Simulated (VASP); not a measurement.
# B (P6_3/mmc) in VASP: notebook

Runs on B. Level: BLYP. Tasks: single point.

All numbers are computed with VASP 6.6.1; they aren't measurements. Logs are shortened: lines on timing, memory, paths and dates and some standing lists are left out, and cuts for length are marked.

## 1. The structure

It takes space group P6_3/mmc (No. 194, hexagonal). Conventional cell: a = 1.717 Å, b = 1.717 Å, c = 21.312 Å, α = 90.00°, β = 90.00°, γ = 120.00°. B (site symmetry -3m) has 6 B at 1.72 Å as nearest neighbours. B (site symmetry -6m2) has 6 B at 1.72 Å as nearest neighbours.

This isn't the form of B at room conditions, which is rhombohedral.

## 2. Single point, BLYP

INCAR reads:

```
PREC = Accurate ; ENCUT = 520
EDIFF = 1E-6 ; ISMEAR = -1
SIGMA = 0.1 ; LREAL = False
LASPH = True ; NELM = 60
ALGO = Normal ; ISIF = 2
LWAVE = False ; LCHARG = False
GGA = B5 ; ALDAX = 1.0
AGGAX = 1.0 ; AGGAC = 1.0
ALDAC = 0.0 ; NBANDS = 14
```

KPOINTS reads:

```
Automatic mesh
0
Gamma
  27 27 2
```

POSCAR reads:

```
B
1.0
    1.7170304989      0.0000000000      0.0000000000
   -0.8585152494      1.4869920311      0.0000000000
    0.0000000000      0.0000000000     21.3120548611
B
4
Direct
    0.0000000000      1.0000000000      0.0000000000
    0.0000000000      1.0000000000      0.5000000000
    0.3333333333      0.6666666667      0.2500000000
    0.6666666667      0.3333333333      0.7500000000
```

Potentials or basis: VASP PAW PBE potentials, release 64 (B).

Started as:

```bash
> cat potpaw_PBE.64/B/POTCAR > POTCAR
> mpirun -np 1 vasp_std > vasp.out
```

OUTCAR:

```text
PREC = Accurate
   ENCUT = 520
   EDIFF = 1E-6
   ISMEAR = -1
   LREAL = False
   LASPH = True
   NELM = 60
   ISIF = 2
   GGA = B5

 ion  position               nearest neighbor table
   1  0.000  0.000  0.000-
   2  0.000  0.000  0.500-
   3  0.333  0.667  0.250-
   4  0.667  0.333  0.750-

  LATTYP: Found a hexagonal cell.
 ALAT       =     1.7170304989
 C/A-ratio  =    12.4121585928

  Lattice vectors:

 A1 = (   1.7170304989,   0.0000000000,   0.0000000000)
 A2 = (  -0.8585152494,   1.4869920311,   0.0000000000)
 A3 = (   0.0000000000,   0.0000000000,  21.3120548611)

Analysis of symmetry for initial positions (statically):
=====================================================================
 Subroutine PRICEL returns:
 Original cell was already a primitive cell.

 Routine SETGRP: Setting up the symmetry group for a
 hexagonal supercell.

 Subroutine GETGRP returns: Found 24 space group operations
 (whereof 12 operations were pure point group operations)
 out of a pool of 24 trial point group operations.

The static configuration has the point symmetry D_3d.
 The point group associated with its full space group is D_6h.

Analysis of symmetry for dynamics (positions and initial velocities):
=====================================================================
 Subroutine PRICEL returns:
 Original cell was already a primitive cell.

 Routine SETGRP: Setting up the symmetry group for a
 hexagonal supercell.

 Subroutine GETGRP returns: Found 24 space group operations
 (whereof 12 operations were pure point group operations)
 out of a pool of 24 trial point group operations.

The dynamic configuration has the point symmetry D_3d.
 The point group associated with its full space group is D_6h.

 Subroutine INISYM returns: Found 24 space group operations
 (whereof 12 operations are pure point group operations),
 and found     1 'primitive' translations

----------------------------------------------------------------------------------------

                                     Primitive cell

  volume of cell :      54.4142

  direct lattice vectors                    reciprocal lattice vectors
     1.717030499  0.000000000  0.000000000     0.582400837  0.336249280  0.000000000
[... 99 lines left out ...]
   TEBEG  =    0.0;   TEEND  =   0.0 temperature during run
   PSTRESS=    0.0 pullay stress
   NELECT =      12.0000    total number of electrons
   NUPDOWN=      -1.0000    fix difference up-down
   EMIN   =  10.00;   EMAX   =-10.00  energy-range for DOS
   EFERMI =   0.00;   METHOD = LEGACY
   ISMEAR =    -1;   SIGMA  =   0.10  broadening in eV -4-tet -1-fermi 0-gaus
   EFERMI_NEDOS =   21; number of points for ismear=-14 and -15
   IALGO  =     38    algorithm
   IMIX   =      4    mixing-type and parameters
     AMIX     =   0.40;   BMIX     =  1.00
     AMIX_MAG =   1.60;   BMIX_MAG =  1.00
  volume/ion in A,a.u.               =      13.60        91.80
  Fermi-wavevector in a.u.,A,eV,Ry     =   0.989080  1.869089 13.310287  0.978278
  Thomas-Fermi vector in A             =   2.120653
   LORBIT       =      0    0 simple, 1 ext, 2 COOP (PROOUT), +10 PAW based schemes
   GGA     = B5    functional components
   LHFCALC =     F    Hartree Fock is set to
   AEXX    =    0.0000 exact exchange contribution
   IVDW    =     0    specifies the selected vdW correction
   LEPSILON=     F    determine dielectric tensor
   LRPA    =     F    only Hartree local field effects (RPA)
 non-spin polarized calculation
  energy-cutoff  :      520.00
  volume of cell :       54.41
 maximum number of plane-waves:      1508
 NGX is ok and might be reduce to    14
   NGX =  7   NGY =  7   NGZ = 79

 number of electron      12.0000000 magnetization

 Free energy of the ion-electron system (eV)
  ---------------------------------------------------
  ext. energy  EPLUGINS =         0.00000000
  ---------------------------------------------------
  free energy    TOTEN  =       -21.68227820 eV

  energy without entropy =      -21.66719284  energy(sigma->0) =      -21.67473552

 E-fermi :   2.9196     XC(G=0):  -7.2484

 val. band max:        2.6836377452   @ k =   0.2963   0.0741   0.0000
 cond. band min:       3.0807998969   @ k =   0.4074   0.1852   0.0000
 fundamental gap:      0.3971621517
 Fermi energy:         2.9195634610

 k-point     1 :       0.0000    0.0000    0.0000
  band No.  band energies     occupation
      1     -14.0375      2.00000
      2     -14.0334      2.00000
      3     -14.0334      2.00000
      4     -14.0292      2.00000
      5      -4.7877      2.00000
      6      -4.7120      2.00000
      7      -4.7119      2.00000
      8      -4.6331      2.00000
      9       4.4086      0.00000
     10       5.1863      0.00000
     11       5.1864      0.00000
     12       6.7798      0.00000
     13       8.1635      0.00000
     14      10.7093      0.00000
[... 377 lines left out ...]
      1      -7.7378      2.00000
      2      -7.7365      2.00000
      3      -7.7365      2.00000
      4      -7.7353      2.00000
      5       4.7504      0.00000
      6       4.8056      0.00000
      7       4.8056      0.00000
      8       4.8632      0.00000
      9       6.9178      0.00000
     10       6.9393      0.00000
     11       6.9394      0.00000
     12       6.9591      0.00000
     13      14.7864      0.00000
     14      15.3652      0.00000

 [... further k-points ...]

------------------------ aborting loop because EDIFF is reached ----------------------------------------

  FORCE on cell =-STRESS in cart. coord.  units (eV):
  Direction    XX          YY          ZZ          XY          YZ          ZX
  --------------------------------------------------------------------------------------
  -------------------------------------------------------------------------------------
  Total       -0.3486463     -0.3486463      0.0425744     -0.0000000     -0.0000000      0.0000000
  in kB      -10.2655839    -10.2655839      1.2535652     -0.0000000     -0.0000000      0.0000000
  external PRESSURE =      -6.4258675 kB  Pullay stress =       0.0000000 kB

 VOLUME and BASIS-vectors are now :
 -----------------------------------------------------------------------------
  energy-cutoff  :      520.00
  volume of cell :       54.41
      direct lattice vectors                 reciprocal lattice vectors
     1.717030499  0.000000000  0.000000000     0.582400837  0.336249280  0.000000000
    -0.858515249  1.486992031  0.000000000     0.000000000  0.672498560  0.000000000
     0.000000000  0.000000000 21.312054861     0.000000000  0.000000000  0.046921801

 POSITION                                       TOTAL-FORCE (eV/Angst)
 -----------------------------------------------------------------------------------
      0.00000      0.00000      0.00000        -0.000000     -0.000000      0.000000
      0.00000      0.00000     10.65603        -0.000000     -0.000000      0.000000
     -0.00000      0.99133      5.32801         0.000000      0.000000     -0.000000
      0.85852      0.49566     15.98404        -0.000000     -0.000000     -0.000000
 -----------------------------------------------------------------------------------
    total drift:                               -0.000000      0.000000      0.000000

  FREE ENERGIE OF THE ION-ELECTRON SYSTEM (eV)
  ---------------------------------------------------
  free  energy   TOTEN  =       -21.6822782018 eV

  energy  without entropy=      -21.6671928396  energy(sigma->0) =      -21.67473552
```

Wall time 1.9 min (1 thread of Intel Xeon Platinum 8488C (Sapphire Rapids), shared host); peak memory 0.22 GiB.

Results:

```yaml
Free_energy: -21.6823 eV
Pressure: -0.6 GPa
Band_gap_on_the_k_mesh: none (metal or under the smearing width)
```

Stress tensor (GPa, compression positive):
```
-1.03  0.00  0.00
 0.00 -1.03  0.00
 0.00  0.00  0.13
```

Caveat: the PAW data sets were made with another functional, which shifts forces and pressure a little; this functional lacks dispersion, which binds the layers, so the pressure and a relaxed spacing across them are unreliable.

## 3. Single point, BLYP

This run uses another cell than the first one, of 13.06 Å³/atom, 0.960 times its volume.

INCAR reads:

```
SYSTEM = B
PREC     = Accurate       ! precision mode
ENCUT    = 520            ! plane-wave cutoff, eV
EDIFF    = 1E-6           ! SCF threshold, eV
ISMEAR   = -1             ! smearing method
SIGMA    = 0.1            ! smearing width, eV
LREAL    = .False.        ! projectors in reciprocal space
LASPH    = .True.         ! aspherical terms in the spheres
NELM     = 60             ! most SCF steps
ALGO     = Fast           ! electronic algorithm
ISIF     = 2              ! what is computed and relaxed
LWAVE    = .False.        ! write WAVECAR
LCHARG   = .False.        ! write CHGCAR
GGA      = B5             ! functional
ALDAX    = 1.0          
AGGAX    = 1.0          
AGGAC    = 1.0          
ALDAC    = 0.0          
NBANDS   = 14             ! bands
```

KPOINTS reads:

```
regular mesh
0
Gamma
  23 23 2
  0 0 0
```

POSCAR reads:

```
B
1.0
    1.6938245393      0.0000000000      0.0000000000
   -0.8469122697      1.4668950806      0.0000000000
    0.0000000000      0.0000000000     21.0240188109
B
4
Direct
    0.0000000000      1.0000000000      0.0000000000
    0.0000000000      1.0000000000      0.5000000000
    0.3333333333      0.6666666667      0.2500000000
    0.6666666667      0.3333333333      0.7500000000
```

Potentials or basis: VASP PAW PBE potentials, release 64 (B).

Started as:

```bash
> cat potpaw_PBE.64/B/POTCAR > POTCAR
> mpirun -np 1 vasp_std > vasp.out
```

OUTCAR:

```text
SYSTEM = B
   PREC = Accurate
   ENCUT = 520
   EDIFF = 1E-6
   ISMEAR = -1
   LREAL = .False.
   LASPH = .True.
   NELM = 60
   ISIF = 2
   GGA = B5

 ion  position               nearest neighbor table
   1  0.000  0.000  0.000-
   2  0.000  0.000  0.500-
   3  0.333  0.667  0.250-
   4  0.667  0.333  0.750-

  LATTYP: Found a hexagonal cell.
 ALAT       =     1.6938245393
[... 608 lines left out ...]

  FORCE on cell =-STRESS in cart. coord.  units (eV):
  Direction    XX          YY          ZZ          XY          YZ          ZX
  --------------------------------------------------------------------------------------
  -------------------------------------------------------------------------------------
  Total        2.0257411      2.0257411      0.0245774     -0.0000000      0.0000000      0.0000000
  in kB       62.1314251     62.1314251      0.7538138     -0.0000000      0.0000000      0.0000000
  external PRESSURE =      41.6722213 kB  Pullay stress =       0.0000000 kB

 VOLUME and BASIS-vectors are now :
 -----------------------------------------------------------------------------
  energy-cutoff  :      520.00
  volume of cell :       52.24
      direct lattice vectors                 reciprocal lattice vectors
     1.693824539  0.000000000  0.000000000     0.590379922  0.340856007  0.000000000
    -0.846912270  1.466895081  0.000000000     0.000000000  0.681712014  0.000000000
     0.000000000  0.000000000 21.024018811     0.000000000  0.000000000  0.047564645

 POSITION                                       TOTAL-FORCE (eV/Angst)
 -----------------------------------------------------------------------------------
      0.00000      0.00000      0.00000        -0.000000      0.000000     -0.000000
      0.00000      0.00000     10.51201        -0.000000      0.000000     -0.000000
     -0.00000      0.97793      5.25600        -0.000000      0.000000     -0.000000
      0.84691      0.48897     15.76801         0.000000      0.000000      0.000000
 -----------------------------------------------------------------------------------
    total drift:                                0.000000     -0.000000      0.000000

  FREE ENERGIE OF THE ION-ELECTRON SYSTEM (eV)
  ---------------------------------------------------
  free  energy   TOTEN  =       -21.6225422949 eV

  energy  without entropy=      -21.5927097072  energy(sigma->0) =      -21.60762600
```

OSZICAR:

```text
N       E                     dE             d eps       ncg     rms          rms(c)
DAV:   1     0.303805399768E+02    0.30381E+02   -0.57702E+03  3136   0.743E+02
DAV:   2    -0.222450941133E+02   -0.52626E+02   -0.48433E+02  4250   0.151E+02
DAV:   3    -0.241577868986E+02   -0.19127E+01   -0.18561E+01  3902   0.252E+01
DAV:   4    -0.241736589387E+02   -0.15872E-01   -0.15834E-01  3988   0.258E+00
DAV:   5    -0.241739614751E+02   -0.30254E-03   -0.30242E-03  4130   0.279E-01    0.660E+00
RMM:   6    -0.223107685286E+02    0.18632E+01   -0.92807E-01  3428   0.454E+00    0.370E+00
RMM:   7    -0.216191678829E+02    0.69160E+00   -0.17451E+00  3847   0.603E+00    0.922E-01
RMM:   8    -0.216588451604E+02   -0.39677E-01   -0.15975E-01  3287   0.231E+00    0.698E-01
RMM:   9    -0.216239832240E+02    0.34862E-01   -0.35977E-02  3654   0.946E-01    0.158E-01
RMM:  10    -0.216229683554E+02    0.10149E-02   -0.77234E-03  3880   0.452E-01    0.735E-02
RMM:  11    -0.216225610361E+02    0.40732E-03   -0.31118E-03  3677   0.263E-01    0.261E-02
RMM:  12    -0.216226099131E+02   -0.48877E-04   -0.41940E-04  4017   0.110E-01    0.294E-02
RMM:  13    -0.216225586831E+02    0.51230E-04   -0.48263E-05  3659   0.421E-02    0.157E-02
RMM:  14    -0.216225457966E+02    0.12886E-04   -0.15080E-05  3696   0.215E-02    0.783E-03
RMM:  15    -0.216225429957E+02    0.28009E-05   -0.52625E-06  3564   0.119E-02    0.338E-03
RMM:  16    -0.216225422949E+02    0.70079E-06   -0.19538E-06  3159   0.708E-03
   1 F= -.21622542E+02 E0= -.21607626E+02  d E =-.298326E-01
```

Wall time 94 s (1 thread of Intel Xeon Platinum 8488C (Sapphire Rapids), shared host); peak memory 0.2 GiB.

What came out:

```yaml
Free_energy: -21.6225 eV
Pressure: 4.2 GPa
Band_gap_on_the_k_mesh: none (metal or under the smearing width)
```

Levels at points of the mesh, in eV from the Fermi level:
```
           k point  band 4  band 5  band 6  band 7  band 8  band 9  band 10  band 11  band 12  band 13
(0.00, 0.00, 0.00)  -17.26   -7.97   -7.89   -7.89   -7.81    1.44     2.24     2.24     3.88     5.32
(0.00, 0.00, 0.50)  -17.26   -7.95   -7.95   -7.83   -7.83    1.65     1.65     3.14     3.14     6.31
```

Caveat: the PAW data sets were made with another functional, which shifts forces and pressure a little; this functional lacks dispersion, which binds the layers, so the pressure and a relaxed spacing across them are unreliable.

## 4. Single point, BLYP

This run uses another cell than the first one, of 14.69 Å³/atom, 1.080 times its volume.

INCAR reads:

```
SYSTEM = B
PREC = Accurate ; ENCUT = 520
EDIFF = 1E-6 ; ISMEAR = -1
SIGMA = 0.1 ; LREAL = .FALSE.
LASPH = .TRUE. ; NELM = 60
ALGO = Fast ; ISIF = 2
LWAVE = .FALSE. ; LCHARG = .FALSE.
GGA = B5 ; ALDAX = 1.0
AGGAX = 1.0 ; AGGAC = 1.0
ALDAC = 0.0 ; NBANDS = 14
```

KPOINTS reads:

```
Automatic mesh
0
G
  23 23 2
  0 0 0
```

POSCAR reads:

```
B
1.0
    1.7616485117      0.0000000000      0.0000000000
   -0.8808242558      1.5256323637      0.0000000000
    0.0000000000      0.0000000000     21.8658607120
B
4
Direct
    0.0000000000      1.0000000000      0.0000000000
    0.0000000000      1.0000000000      0.5000000000
    0.3333333333      0.6666666667      0.2500000000
    0.6666666667      0.3333333333      0.7500000000
```

Started as:

```bash
> cat potpaw_PBE.64/B/POTCAR > POTCAR
> mpirun -np 1 vasp_std > vasp.out
```

Run time: 86 s. Hardware: 1 thread of Intel Xeon Platinum 8488C (Sapphire Rapids), shared host; peak memory 0.2 GiB.

It converged, with:

```yaml
Free_energy: -21.5032 eV
Pressure: -8.8 GPa
Band_gap_on_the_k_mesh: none (metal or under the smearing width)
```

Stress tensor (GPa, compression positive):
```
-13.22   0.00   0.00
  0.00 -13.22   0.00
  0.00   0.00   0.05
```

Levels at points of the mesh, in eV from the Fermi level:
| k point | band 4 | band 5 | band 6 | band 7 | band 8 | band 9 | band 10 | band 11 | band 12 | band 13 |
| --- | --- | --- | --- | --- | --- | --- | --- | --- | --- | --- |
| (0.00, 0.00, 0.00) | -16.41 | -7.19 | -7.12 | -7.12 | -7.06 | 1.75 | 2.48 | 2.48 | 4.00 | 5.24 |
| (0.00, 0.00, 0.50) | -16.41 | -7.17 | -7.17 | -7.08 | -7.08 | 1.94 | 1.94 | 3.31 | 3.31 | 6.17 |

Caveat: the PAW data sets were made with another functional, which shifts forces and pressure a little; this functional lacks dispersion, which binds the layers, so the pressure and a relaxed spacing across them are unreliable.

## 5. Single point, BLYP

This run uses another cell than the first one, of 14.15 Å³/atom, 1.040 times its volume.

INCAR reads:

```
SYSTEM = B
PREC = Accurate ; ENCUT = 520
EDIFF = 1E-6 ; ISMEAR = -1
SIGMA = 0.1 ; LREAL = .FALSE.
LASPH = .TRUE. ; NELM = 80
ALGO = Normal ; ISIF = 2
LWAVE = .FALSE. ; LCHARG = .TRUE.
GGA = B5 ; ALDAX = 1.0
AGGAX = 1.0 ; AGGAC = 1.0
ALDAC = 0.0 ; LELF = .TRUE.
LVHAR = .TRUE. ; NBANDS = 14
```

KPOINTS is that of step 4.

POSCAR reads:

```
B
1.0
    1.7396255966      0.0000000000      0.0000000000
   -0.8698127983      1.5065599597      0.0000000000
    0.0000000000      0.0000000000     21.5925087972
B
4
Direct
    0.0000000000      1.0000000000      0.0000000000
    0.0000000000      1.0000000000      0.5000000000
    0.3333333333      0.6666666667      0.2500000000
    0.6666666667      0.3333333333      0.7500000000
```

Started as:

```bash
> cat potpaw_PBE.64/B/POTCAR > POTCAR
> mpirun -np 1 vasp_std > vasp.out
```

It took 1.7 min on 1 thread of Intel Xeon Platinum 8488C (Sapphire Rapids), shared host; peak memory 0.2 GiB.

It converged, with:

```yaml
Free_energy: -21.5995 eV
Pressure: -5.3 GPa
Band_gap_on_the_k_mesh: none (metal or under the smearing width)
```

Stress tensor (GPa, compression positive):
```
-8.06  0.00  0.00
 0.00 -8.06  0.00
 0.00  0.00  0.07
```

Levels at points of the mesh, in eV from the Fermi level:
| k point | band 4 | band 5 | band 6 | band 7 | band 8 | band 9 | band 10 | band 11 | band 12 | band 13 |
| --- | --- | --- | --- | --- | --- | --- | --- | --- | --- | --- |
| (0.00, 0.00, 0.00) | -16.69 | -7.44 | -7.37 | -7.37 | -7.30 | 1.65 | 2.40 | 2.40 | 3.96 | 5.26 |
| (0.00, 0.00, 0.50) | -16.70 | -7.42 | -7.42 | -7.32 | -7.32 | 1.84 | 1.84 | 3.25 | 3.25 | 6.20 |

Caveat: the PAW data sets were made with another functional, which shifts forces and pressure a little; this functional lacks dispersion, which binds the layers, so the pressure and a relaxed spacing across them are unreliable.

## 6. Overview

```csv
cell,k mesh,gap on the mesh (eV),pressure (GPa)
"P6_3/mmc, 13.6 Å³/atom",27 × 27 × 2,none,-0.6
"P6_3/mmc, 13.06 Å³/atom",23 × 23 × 2,none,4.2
"P6_3/mmc, 14.69 Å³/atom",23 × 23 × 2,none,-8.8
"P6_3/mmc, 14.15 Å³/atom",23 × 23 × 2,none,-5.3
```

Alike in all rows: task single point; level BLYP; potentials or basis VASP PAW PBE potentials, release 64 (B); no spin polarisation; cutoff (eV) 520; smearing fermi-dirac 0.1 eV.

Every run on the cell as given and a fine mesh finds a metal.

Caveats: the PAW data sets were made with another functional, which shifts forces and pressure a little; this functional lacks dispersion, which binds the layers, so the pressure and a relaxed spacing across them are unreliable.

Total energies depend on the potentials used, so only differences within one code and one set of settings carry meaning.
